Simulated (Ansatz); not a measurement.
# Au under changes of volume

One of the cells (18.207 Å³/atom); the others are scaled copies at fixed shape and fractional positions:

```
Au
1.0
    -1.65727    1.65727    1.65727
     1.65727   -1.65727    1.65727
     1.65727    1.65727   -1.65727
Au
1
Direct
  0.00000 0.00000 0.00000
```

This isn't the form of Au at room conditions, which is fcc.

```yaml
Program: Ansatz 0.2.0
Functional: PBEsol
Potentials_or_basis: Ansatz PAW
Cutoff: "420 eV (not typed: the program's choice for these potentials)"
k_mesh: 11 × 11 × 11
Occupations: fermi-dirac, width 0.05 eV
Spin: no spin polarisation
```

```csv
volume (Å³/atom),energy over the lowest point (meV/atom),pressure (GPa)
17.115,0.00,-0.3
17.479,?,?
17.843,16.15,-6.4
18.207,33.62,-8.9
18.571,56.21,-11.0
18.935,83.27,-12.8
19.299,114.22,-14.4
```

What does the run at 17.479 Å³/atom give?

Energy over the lowest point 4.63 meV/atom; pressure -3.6 GPa.

Worked out: A Birch-Murnaghan fit of order 3 (a polynomial in V^(-2/3)) to the other rows has its minimum at 17.07 Å³/atom, just outside them, with B0 = V·E''(V) = 165 GPa and B' = 5.5. It gives 4.66 meV/atom at 17.479 Å³/atom, against the run's 4.63, and -dE/dV = -3.6 GPa, against -3.6.

Energies are extrapolated to zero smearing.

Caveats: the PAW data sets come from PBE, with cores solved anew for the run's functional, which leaves a small shift of forces and pressure.
